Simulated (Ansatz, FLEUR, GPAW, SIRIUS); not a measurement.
**One calculation of YN, 4 ways**

```
CELL_PARAMETERS angstrom
0.00000 2.43850 2.43850
2.43850 0.00000 2.43850
2.43850 2.43850 0.00000
ATOMIC_POSITIONS crystal
Y 0.00000 0.00000 0.00000
N 0.50000 0.50000 0.50000
```

Alike in all runs: task equation of state; functional PBEsol; k mesh 9 × 9 × 9; occupations fermi-dirac, width 0.05 eV; no spin polarisation; no spin-orbit coupling.

| program and potentials | plane-wave cutoff (eV) | notes | equilibrium volume (Å³/atom) | bulk modulus (GPa) |
| --- | --- | --- | --- | --- |
| Ansatz, all-electron LAPW, scalar-relativistic | - | - | 14.32 | 170.9 |
| GPAW, PAW data sets generated for this functional | 800 | - | 14.26 | 171.0 |
| FLEUR, all-electron, FLAPW | - | - | 14.32 | 171.2 |
| SIRIUS, PseudoDojo 0.4.1 PBEsol standard (scalar relativistic) | 1152 | - | 14.32 | 171.0 |

The equilibrium volume spans 14.26 (GPAW, PAW data sets generated for this functional) to 14.32 Å³/atom (Ansatz, all-electron LAPW, scalar-relativistic), with all-electron results at 14.32. The bulk modulus spans 170.9 (Ansatz, all-electron LAPW, scalar-relativistic) to 171.2 GPa (FLEUR, all-electron, FLAPW), with all-electron results at 170.9 to 171.2.

The functional is the same throughout but for its coding, so the spread measures potentials, basis and numerics; runs on potential files found faulty are left out.

For rocksalt YN, both all-electron codes and the pseudopotential run give the same equilibrium volume, 14.32 Å³/atom, while GPAW gives a slightly smaller cell at 14.26 Å³/atom. The bulk moduli are nearly indistinguishable, so the small offset in volume has no visible counterpart in stiffness. Since the pseudopotential run also replaces the core yet matches the all-electron volume, the frozen core as such is an unlikely cause. The offset more probably comes from details of the PAW data sets, such as the partial waves or the treatment of yttrium's semicore states, or from remaining numerical differences.

The considerable resistance to compression fits the bonding expected of a trivalent metal nitride: strong electrostatic attraction between the ions, reinforced by covalent mixing of nitrogen p with formally empty yttrium d states, and opposed by closed-shell repulsion at short range. The close agreement supports a well-determined PBEsol compression curve near equilibrium, but it doesn't establish that rocksalt is favoured over competing structures.
